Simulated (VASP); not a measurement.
# CdSe (strained zincblende): a PBE single-point calculation in VASP

INCAR

```
GGA = PE
ENCUT = 520
PREC = Accurate
EDIFF = 1E-7
LREAL = .FALSE.
NBANDS = 16
LASPH = .TRUE.
NSW = 0
NELM = 120
IBRION = -1
ISIF = 2
LWAVE = .FALSE.
SIGMA = 0.02
LCHARG = .FALSE.
ISMEAR = -1
```

KPOINTS

```
KPOINTS created by Atomic Simulation Environment
0
Gamma
8 8 8
0 0 0
```

KPOINTS_OPT

```
special points
6
Reciprocal
0.0000000000 0.0000000000 0.0000000000 1
-0.5000000000 -0.5000000000 0.0000000000 1
-0.3750000000 -0.3750000000 0.2500000000 1
-0.3750000000 0.0000000000 0.3750000000 1
0.0000000000 0.0000000000 0.5000000000 1
-0.5000000000 -0.2500000000 0.2500000000 1
```

POSCAR

```
Cd Se
 1.0000000000000000
     0.0000000000000000    3.0984587751000001    3.0984587751000001
     3.0984587751000001    0.0000000000000000    3.0984587751000001
     3.0984587751000001    3.0984587751000001    0.0000000000000000
 Cd  Se
   1   1
Cartesian
  0.0000000000000000  0.0000000000000000  0.0000000000000000
  1.5492293875500001  1.5492293875500001  1.5492293875500001
```

VASP ran with the recommended PBE PAW datasets (18 valence electrons in the cell).

Command

```
mpirun -np 1 vasp_std
```

OSZICAR

```
N       E                     dE             d eps       ncg     rms          rms(c)
DAV:   1     0.107240980533E+03    0.10724E+03   -0.86902E+03   944   0.101E+03
DAV:   2    -0.163988107849E+01   -0.10888E+03   -0.10291E+03  1112   0.245E+02
DAV:   3    -0.586510947333E+01   -0.42252E+01   -0.42171E+01  1120   0.502E+01
DAV:   4    -0.588378732471E+01   -0.18678E-01   -0.18677E-01  1168   0.334E+00
DAV:   5    -0.588391160224E+01   -0.12428E-03   -0.12428E-03  1152   0.234E-01    0.553E+00
DAV:   6    -0.551874222663E+01    0.36517E+00   -0.56125E-01  1368   0.852E+00    0.446E+00
DAV:   7    -0.549806649614E+01    0.20676E-01   -0.13561E-01  1056   0.243E+00    0.197E+00
DAV:   8    -0.549896808049E+01   -0.90158E-03   -0.12238E-02  1056   0.131E+00    0.239E-01
DAV:   9    -0.549918845911E+01   -0.22038E-03   -0.13500E-03  1128   0.450E-01    0.485E-02
DAV:  10    -0.549925867626E+01   -0.70217E-04   -0.14957E-04  1200   0.148E-01    0.445E-02
DAV:  11    -0.549931055407E+01   -0.51878E-04   -0.84389E-05  1136   0.572E-02    0.173E-02
DAV:  12    -0.549931033782E+01    0.21625E-06   -0.14188E-06  1064   0.128E-02    0.836E-03
DAV:  13    -0.549931102624E+01   -0.68842E-06   -0.20168E-06  1136   0.772E-03    0.318E-03
DAV:  14    -0.549931100095E+01    0.25285E-07   -0.81039E-08   912   0.191E-03
   1 F= -.54993110E+01 E0= -.54993110E+01  d E =-.164477E-07
       N       E                     dE             ncg
DAV:   1     0.126784546774E+04   -0.27968E+04      200
DAV:   2     0.654337885582E+03   -0.61351E+03      232
DAV:   3     0.631413469336E+03   -0.22924E+02      256
DAV:   4     0.631323649393E+03   -0.89820E-01      232
DAV:   5     0.631323040302E+03   -0.60909E-03      256
DAV:   6     0.631323033095E+03   -0.72075E-05      224
DAV:   7     0.631323032982E+03   -0.11226E-06      256
DAV:   8     0.631323032981E+03   -0.16742E-08      200
```

From OUTCAR

```
k-points           NKPTS =     29   k-points in BZ     NKDIM =     29   number of bands    NBANDS=     16

   NELECT =      18.0000    total number of electrons

   dimension x,y,z NGX =    36 NGY =   36 NGZ =   36
   dimension x,y,z NGXF=    72 NGYF=   72 NGZF=   72

  energy-cutoff  :      520.00
  volume of cell :       59.49
      direct lattice vectors                 reciprocal lattice vectors
     0.000000000  3.098458775  3.098458775    -0.161370551  0.161370551  0.161370551
     3.098458775  0.000000000  3.098458775     0.161370551 -0.161370551  0.161370551
     3.098458775  3.098458775  0.000000000     0.161370551  0.161370551 -0.161370551

 k-points in reciprocal lattice and weights: KPOINTS created by Atomic Simulation Env
   0.00000000  0.00000000  0.00000000       0.002
   0.12500000  0.00000000  0.00000000       0.016
   0.25000000  0.00000000  0.00000000       0.016
   0.37500000  0.00000000  0.00000000       0.016
   0.50000000  0.00000000  0.00000000       0.008
   0.12500000  0.12500000  0.00000000       0.012
   0.25000000  0.12500000  0.00000000       0.047
   0.37500000  0.12500000  0.00000000       0.047
   ...

 E-fermi :   0.7706

 k-point     1 :       0.0000    0.0000    0.0000
  band No.  band energies     occupation
      1     -11.7819      2.00000
      2      -7.2490      2.00000
      3      -7.2490      2.00000
      4      -7.2490      2.00000
      5      -6.9318      2.00000
      6      -6.9318      2.00000
      7       0.5132      1.99999
      8       0.5132      1.99999
      9       0.5132      1.99999
     10       1.0056      0.00002
     11       6.4413      0.00000
     12       6.4413      0.00000
     13       6.4413      0.00000
     14      10.0720      0.00000
     15      11.4831      0.00000
     16      11.4831      0.00000

 k-point     2 :       0.1250    0.0000    0.0000
  band No.  band energies     occupation
      1     -11.7350      2.00000
      2      -7.2344      2.00000
      3      -7.2344      2.00000
      4      -7.2041      2.00000
      5      -6.9325      2.00000
      6      -6.9325      2.00000
      7      -0.6593      2.00000
      8       0.4012      2.00000
      9       0.4012      2.00000
     10       2.0020      0.00000
     11       6.2164      0.00000
     12       6.6296      0.00000
     13       6.6296      0.00000
     14      10.7599      0.00000
     15      10.7599      0.00000
     16      10.7993      0.00000

 k-point     3 :       0.2500    0.0000    0.0000
  band No.  band energies     occupation
      1     -11.6205      2.00000
      2      -7.2023      2.00000
      3      -7.2023      2.00000
      4      -7.0569      2.00000
      5      -6.9298      2.00000
      6      -6.9298      2.00000
      7      -2.0136      2.00000
      8       0.1528      2.00000
      9       0.1528      2.00000
     10       2.7044      0.00000
     11       6.3901      0.00000
     12       6.9293      0.00000
     13       6.9293      0.00000
     14      10.5185      0.00000
     15      10.5185      0.00000
     16      10.5537      0.00000

 k-point     4 :       0.3750    0.0000    0.0000
  band No.  band energies     occupation
      1     -11.5048      2.00000
      2      -7.1768      2.00000
      3      -7.1768      2.00000
      4      -6.9190      2.00000
      5      -6.9190      2.00000
      6      -6.8214      2.00000
      7      -3.1051      2.00000
      8      -0.0720      2.00000
      9      -0.0720      2.00000
     10       2.8441      0.00000
     11       6.9765      0.00000
     12       6.9765      0.00000
     13       7.2588      0.00000
     14      10.2410      0.00000
     15      11.3443      0.00000
     16      11.3443      0.00000

 k-point     5 :       0.5000    0.0000    0.0000
  band No.  band energies     occupation
      1     -11.4567      2.00000
      2      -7.1686      2.00000
      3      -7.1686      2.00000
      4      -6.9118      2.00000
      5      -6.9118      2.00000
      6      -6.6771      2.00000
      7      -3.5593      2.00000
      8      -0.1597      2.00000
      9      -0.1597      2.00000
     10       2.8324      0.00000
     11       6.9378      0.00000
     12       6.9378      0.00000
     13       7.7672      0.00000
     14      10.4051      0.00000
     15      12.4681      0.00000
     16      12.4681      0.00000

 k-point     6 :       0.1250    0.1250    0.0000
  band No.  band energies     occupation
      1     -11.7194      2.00000
      2      -7.2201      2.00000
      3      -7.2201      2.00000
      4      -7.2082      2.00000
      5      -6.9410      2.00000
      6      -6.9245      2.00000
      7      -0.7078      2.00000
      8       0.2111      2.00000
      9       0.2111      2.00000
     10       2.3424      0.00000
     11       5.7606      0.00000
     12       6.9023      0.00000
     13       6.9023      0.00000
     14       9.6752      0.00000
     15      11.2453      0.00000
     16      11.6188      0.00000

 k-point     7 :       0.2500    0.1250    0.0000
  band No.  band energies     occupation
      1     -11.6276      2.00000
      2      -7.1979      2.00000
      3      -7.1859      2.00000
      4      -7.1024      2.00000
      5      -6.9418      2.00000
      6      -6.9176      2.00000
      7      -1.7021      2.00000
      8      -0.0778      2.00000
      9      -0.0461      2.00000
     10       3.0965      0.00000
     11       5.5459      0.00000
     12       7.1611      0.00000
     13       7.3356      0.00000
     14       9.2884      0.00000
     15      11.4226      0.00000
     16      11.8243      0.00000

 k-point     8 :       0.3750    0.1250    0.0000
  band No.  band energies     occupation
      1     -11.5126      2.00000
      2      -7.1729      2.00000
      3      -7.1569      2.00000
      4      -6.9675      2.00000
      5      -6.9098      2.00000
      6      -6.8544      2.00000
      7      -2.7746      2.00000
      8      -0.3815      2.00000
      9      -0.2912      2.00000
     10       3.4269      0.00000
     11       6.0673      0.00000
     12       7.1418      0.00000
     13       7.4625      0.00000
     14      10.0512      0.00000
     15      11.4687      0.00000
     16      11.9284      0.00000

 k-point     9 :       0.5000    0.1250    0.0000
  band No.  band energies     occupation
      1     -11.4423      2.00000
      2      -7.1593      2.00000
      3      -7.1473      2.00000
      4      -6.9339      2.00000
      5      -6.9097      2.00000
      6      -6.6668      2.00000
      7      -3.4267      2.00000
      8      -0.6558      2.00000
      9      -0.3269      2.00000
     10       3.4532      0.00000
     11       6.3606      0.00000
     12       7.3252      0.00000
     13       7.7384      0.00000
     14      10.6605      0.00000
     15      11.8166      0.00000
     16      12.5240      0.00000

 k-point    10 :      -0.3750    0.1250    0.0000
  band No.  band energies     occupation
      1     -11.4582      2.00000
      2      -7.1583      2.00000
      3      -7.1564      2.00000
      4      -6.9246      2.00000
      5      -6.9238      2.00000
      6      -6.7129      2.00000
      7      -3.2805      2.00000
      8      -0.7385      2.00000
      9      -0.1708      2.00000
     10       3.4567      0.00000
     11       6.5131      0.00000
     12       7.2041      0.00000
     13       7.4875      0.00000
     14      11.0068      0.00000
     15      11.0296      0.00000
     16      12.2850      0.00000

 k-point    11 :      -0.2500    0.1250    0.0000
  band No.  band energies     occupation
      1     -11.5509      2.00000
      2      -7.1836      2.00000
      3      -7.1717      2.00000
      4      -6.9746      2.00000
      5      -6.9398      2.00000
      6      -6.8933      2.00000
      7      -2.4482      2.00000
      8      -0.5660      2.00000
      9       0.1049      2.00000
     10       3.3429      0.00000
     11       6.3399      0.00000
     12       6.9164      0.00000
     13       7.0728      0.00000
     14       9.9613      0.00000
     15      11.0809      0.00000
     16      11.9594      0.00000

 k-point    12 :      -0.1250    0.1250    0.0000
  band No.  band energies     occupation
      1     -11.6655      2.00000
      2      -7.2178      2.00000
      3      -7.2019      2.00000
      4      -7.1333      2.00000
      5      -6.9405      2.00000
      6      -6.9230      2.00000
      7      -1.4092      2.00000
      8      -0.1157      2.00000
      9       0.3517      2.00000
     10       2.7410      0.00000
     11       5.9809      0.00000
     12       6.7741      0.00000
     13       7.0068      0.00000
     14       9.9397      0.00000
     15      10.6580      0.00000
     16      11.7325      0.00000

 ...

  Total        0.0834811      0.0834811      0.0834811      0.0000000     -0.0000000     -0.0000000
  in kB        2.2481839      2.2481839      2.2481839      0.0000000     -0.0000000     -0.0000000
  external PRESSURE =       2.2481839 kB  Pullay stress =       0.0000000 kB

 POSITION                                       TOTAL-FORCE (eV/Angst)
 -----------------------------------------------------------------------------------
      0.00000      0.00000      0.00000         0.000000     -0.000000     -0.000000
      1.54923      1.54923      1.54923        -0.000000      0.000000      0.000000
 -----------------------------------------------------------------------------------
    total drift:                               -0.000000     -0.000000     -0.000000

  FREE ENERGIE OF THE ION-ELECTRON SYSTEM (eV)
  ---------------------------------------------------
  free  energy   TOTEN  =        -5.4993110010 eV

  energy  without entropy=       -5.4993109845  energy(sigma->0) =       -5.49931099
```

```yaml
gap_between_bands_v_and_c: 0.49 eV
least_direct_gap: 0.49 eV
pressure: 0.2 GPa
```

Band v is the last that the valence electrons fill when counted band by band, and c is the next.

The run took about 33 s on one core of a shared host (Intel Xeon Platinum 8488C) and held 0.21 GiB at most.
